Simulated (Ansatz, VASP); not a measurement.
**Zn: VASP beside Ansatz**

```
CELL_PARAMETERS angstrom
2.65564 0.00000 0.00000
-1.32782 2.29985 0.00000
0.00000 0.00000 4.96246
ATOMIC_POSITIONS crystal
Zn 0.33333 0.66667 0.25000
Zn 0.66667 0.33333 0.75000
```

Alike in both runs: task single point; functional PBE; k mesh 14 × 14 × 7; occupations fermi-dirac, width 0.6 eV; no spin polarisation.

|  | VASP | Ansatz |
| --- | --- | --- |
| version | VASP 6.6.1 | Ansatz 0.2.0 |
| potentials or method | VASP PAW PBE potentials, release 64 (Zn) | plane waves (420 eV) with PAW, scalar-relativistic |
| plane-wave cutoff (eV) | 520 | 420 |
| valence electrons in the cell | 24 | 24 |

```csv
,VASP,Ansatz,Ansatz less VASP
pressure (GPa),2.5,2.1,-0.36
largest component of the traceless stress (GPa),0.92,0.77,-0.148
```
